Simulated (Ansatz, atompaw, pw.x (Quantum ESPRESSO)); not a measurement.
From atom to crystal: PAW (atompaw) potential for carbon

```
Element                 : carbon
Generator               : atompaw 4.2.0.5
Type                    : PAW
Functional              : PBE
Relativity              : scalar-relativistic
Frozen core             : [He]
Valence charge          : 4
Reference configuration : 2s2 2p2
Partial waves           : 2s (bound); 2s channel at -0.65 Ry; 2p (bound); 2p channel at 0.8 Ry; 3d channel at 0.05 Ry
Local potential         : ultrasoft scheme with l = 3 at 0 Ry, radius 2.00 bohr
Core correction         : smooth core density matched at 2.00 bohr
Augmentation charge     : sinc compensation charge, radius 2.75 bohr; PAW radius 2.80 bohr; waves and projectors: bloechl
```

Crystal test: bcc C in pw.x 7.5, no spin, 18³ k-points, Fermi–Dirac smearing 0.01 Ry, cutoffs 40/400 Ry. The reference is all-electron LAPW (Ansatz 0.2.0) with the same functional, mesh and smearing; V0 and B0 come from Birch–Murnaghan fits to the pressures at five volumes. Errors are pseudo minus all-electron; Δ is the rms difference of the E(V) curves that follow from these fits, minima aligned, over ±6 % about the mean V0. Mesh and smearing are coarse, so the numbers serve the comparison and aren't converged zero-temperature values; the lattice is a test structure that the element need not adopt.

```
V (Å³/atom)  P all-electron (GPa)  P pseudo (GPa)
      6.226                 15.56           19.16
      6.390                  9.46           12.66
      6.554                  4.10            6.98
      6.718                 -0.60            1.96
      6.882                 -4.71           -2.41
```

All-electron: a0 = 2.375 Å (V0 = 6.70 Å³/atom), B0 = 182.8 GPa.

Pseudopotential: mean pressure error (GPa): +2.91; a0 (Å): 2.386; a0 error (%): +0.46; B0 error (%): +0.2; Δ (meV/atom): 3.8. The largest radius (2.80 bohr) exceeds half the bond length (1.93 bohr), so the spheres overlap, which is one possible source of error among others. This is a poor potential for the solid.

**Question.** At the middle volume, how do free energy and pressure move when the wave cutoff is lowered (ecutrho held at 400 Ry)?

**Answer.**

| cutoff (Ry) | shift of F (meV/atom) | shift of P (GPa) |
| --- | --- | --- |
| 18 | +5.9 | -0.84 |
| 24 | +0.3 | -0.03 |
| 32 | +0.0 | -0.00 |

The run at the middle volume (195 k-points, 5 iterations) took about 4.3 s on one core of a shared host (Intel(R) Xeon(R) Platinum 8488C, 192 threads, 744 GiB, load 77).
